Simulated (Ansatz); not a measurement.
# AlGa3N4: zone-centre modes

The calculation used DFT PBEsol, scalar-relativistic, plane waves, PAW (Ansatz). Cutoff 420 eV, Γ-centred 6×6×6 k-points, Gaussian smearing of 0.05 eV. No spin polarisation.

The starting cell (relaxed at this level; it needn't be the usual structure):

```
CELL_PARAMETERS angstrom
4.46763 0.00000 0.00000
0.00000 4.46763 0.00000
0.00000 0.00000 4.46763
ATOMIC_POSITIONS crystal
Al 0.00000 0.00000 0.00000
Ga 0.50000 0.50000 0.00000
Ga 0.50000 0.00000 0.50000
Ga 0.00000 0.50000 0.50000
N 0.75503 0.75503 0.24497
N 0.75503 0.24497 0.75503
N 0.24497 0.75503 0.75503
N 0.24497 0.24497 0.24497
```

Harmonic modes by finite displacements of 0.02 Å, without the LO–TO term.

(1) At this geometry, is the structure stable against these modes?

(2) List the wavenumbers in cm⁻¹.

Results:

(1) Yes: no mode is imaginary beyond 10 cm⁻¹, and only the three translations lie near zero.

(2) 0, 0, 0, 188, 188, 188, 232, 232, 232, 409, 409, 409, 559, 559, 559, 594, 594, 594, 651, 651, 651, 671, 671, 692.

Cost: 1 run of about 1.8 core-minutes, on Arm Neoverse V2 (shared hosts).